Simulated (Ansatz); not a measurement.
# Al, before and after

A trial structure of Al was built thus: random cell by space group and Wyckoff sites (C2/m, No. 12). Lengths were set from tabulated atomic sizes, so they are only a guess.

start.cif

```cif
data_structure
_symmetry_space_group_name_H-M 'C2/m'
_symmetry_Int_Tables_number 12
_cell_length_a 2.8010
_cell_length_b 3.7829
_cell_length_c 2.4698
_cell_angle_alpha 90.000
_cell_angle_beta 118.805
_cell_angle_gamma 90.000
_cell_volume 22.93
loop_
_atom_site_label
_atom_site_type_symbol
_atom_site_symmetry_multiplicity
_atom_site_Wyckoff_symbol
_atom_site_fract_x
_atom_site_fract_y
_atom_site_fract_z
_atom_site_occupancy
Al1 Al 2 c 0.00000 0.00000 0.50000 1
```

Level of theory: DFT PBE, scalar-relativistic, plane waves, PAW in Ansatz 0.2.0. Cutoff 420 eV, Gaussian smearing, Γ-centred meshes. Cell and atoms relax first on a coarse mesh and then on a finer one. In between, the cell is made exact in the group found at 0.06 Å. In metals the finer mesh still leaves noise of several meV/atom or more. The steps can't lower the symmetry of their start. No spin polarisation.

end.cif

```cif
data_structure
_symmetry_space_group_name_H-M 'I4/mmm'
_symmetry_Int_Tables_number 139
_cell_length_a 3.4740
_cell_length_b 3.4740
_cell_length_c 2.8189
_cell_angle_alpha 90.000
_cell_angle_beta 90.000
_cell_angle_gamma 90.000
_cell_volume 34.02
loop_
_atom_site_label
_atom_site_type_symbol
_atom_site_symmetry_multiplicity
_atom_site_Wyckoff_symbol
_atom_site_fract_x
_atom_site_fract_y
_atom_site_fract_z
_atom_site_occupancy
Al1 Al 2 a 0.00000 0.00000 0.00000 1
```

The symmetry goes from C2/m (No. 12) to I4/mmm (No. 139). The volume per atom grows by 48.4 %, from 11.5 to 17.0 Å³. The shortest distance goes from 2.35 Å (Al–Al) to 2.82 Å (Al–Al). The energy falls by about 0.94 eV/atom (the start's value is from the coarse mesh). The end is written in a standard setting, so origin, axes and order of atoms can differ from the start's.

```json
{
  "Volume per atom": "17.01 Å³",
  "Density": "2.63 g/cm³",
  "Energy over the standard state": "+0.07 eV/atom",
  "Gap on the 24×24×24 mesh of the 1-atom cell": "0 eV (a metal)"
}
```

Energies count from the standard state of Al at the same level. So it is a metastable form at best.

The last run used Gaussian smearing of 0.10 eV. A later test with randomly moved atoms led to a structure 41 meV/atom lower, so this end is a saddle point or a shallow minimum. In all, the 3 runs took 3.2 min on 1 thread of Arm Neoverse V1 (shared host).
